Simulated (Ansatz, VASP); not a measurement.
## Two plane-wave programs on Ag

```xyz
1
Lattice="0.0000 2.0010 2.0010 2.0010 0.0000 2.0010 2.0010 2.0010 0.0000" Properties=species:S:1:pos:R:3 pbc="T T T"
Ag    0.0000    0.0000    0.0000
```

Alike in both runs: task single point; functional PBEsol; dispersion D4; k mesh 8 × 8 × 8; occupations methfessel-paxton of order 1, width 0.1 eV; non-collinear spin, spin-orbit coupling.

|  | VASP | Ansatz |
| --- | --- | --- |
| version | VASP 6.6.1 | Ansatz 0.2.0 |
| potentials or method | VASP PAW PBE potentials, release 64 (Ag) | Ansatz PAW |
| plane-wave cutoff (eV) | 520 | 420 |
| valence electrons in the cell | 11 | 19 |

```tsv
	VASP	Ansatz	Ansatz less VASP
gap on the k mesh at the Fermi level (eV)	none	none	-
pressure (GPa)	2.2	2.5	+0.26
net moment per atom (μB)	0.00	0.00	0.000
dispersion energy (meV/atom)	-350.6	-350.7	-0.10
```

A gap of «none» marks a metal or a gap that the smearing closes. The two sets of potentials don't hold the same shells in valence.

Caveats: the PAW data sets were made with another functional, which shifts forces and pressure a little (VASP); pairwise dispersion overbinds metals, which lowers pressure and volume (Ansatz); the PAW data sets come from PBE, with cores solved anew for the run's functional, which leaves a small shift of forces and pressure (Ansatz).
